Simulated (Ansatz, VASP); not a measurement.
Given: the input of a run of VASP 6.6.1 on NbP.

File INCAR:

```
SYSTEM = NbP
PREC = Accurate ; ENCUT = 520
EDIFF = 1E-7 ; ISMEAR = -1
SIGMA = 0.05 ; LREAL = .FALSE.
LASPH = .TRUE. ; NELM = 60
ALGO = Normal ; ISIF = 2
LWAVE = .FALSE. ; LCHARG = .FALSE.
GGA = PE ; NBANDS = 26
```

The input KPOINTS:

```
Automatic mesh
0
G
  11 11 11
  0 0 0
```

POSCAR

```
NbP
1.0
   -1.6522863814      1.6522863814      5.6625296365
    1.6522863814     -1.6522863814      5.6625296365
    1.6522863814      1.6522863814     -5.6625296365
Nb P
2 2
Direct
    0.2498808000      0.7498808000      0.5000000000
    0.4998808000      0.4998808000      0.0000000000
    0.8327477700      0.3327477700      0.5000000000
    0.0827477700      0.0827477700      0.0000000000
```

Potentials or basis: VASP PAW PBE potentials, release 64 (Nb_sv, P).

Run with:

```bash
$ cat potpaw_PBE.64/Nb_sv/POTCAR potpaw_PBE.64/P/POTCAR > POTCAR
$ mpirun -np 1 vasp_std > vasp.out
```

Question: Translate it to Ansatz 0.2.0. Potentials there: Ansatz PAW.

Answer: As run (the cutoff follows the program's own potentials):

The input input.yaml:

```yaml
crystal:
  lattice:
    - [-1.6522863814, 1.6522863814, 5.6625296365]
    - [1.6522863814, -1.6522863814, 5.6625296365]
    - [1.6522863814, 1.6522863814, -5.6625296365]
  atoms:
    - { symbol: Nb, position: [0.2498808, 0.7498808, 0.5] }
    - { symbol: Nb, position: [0.4998808, 0.4998808, 0.0] }
    - { symbol: P, position: [0.83274777, 0.33274777, 0.5] }
    - { symbol: P, position: [0.08274777, 0.08274777, 0.0] }
hamiltonian:
  xc: pbe
  pseudopotentials: { kind: paw }
kpoints:
  mp_grid: { grid: [11, 11, 11] }
scf:
  occupations: { method: fermi_dirac, width: 0.05 }
output:
  forces: true
  stress: true
  eigenvalues: true
```

Potentials or basis: Ansatz PAW.

Launch:

```bash
$ ansatz run input.yaml --threads 1 --pin off --max-ram 3584MiB --backend cpu --events-out ev --progress --plain --runs-dir out
```

Both were run:

|  | VASP | Ansatz | Ansatz less VASP |
| --- | --- | --- | --- |
| gap on the k mesh at the Fermi level (eV) | none | none | - |
| pressure (GPa) | 6.7 | 7.2 | +0.44 |
| largest component of the traceless stress (GPa) | 1.08 | 1.11 | +0.025 |
| rms of the force components (eV/Å) | 0.017 | 0.018 | +0.0009 |

Atom by atom the forces differ by 0.001 eV/Å (rms over components). A gap of «none» marks a metal or a gap that the smearing closes. The functional is the same, so the differences come from potentials, cutoffs and numerics.
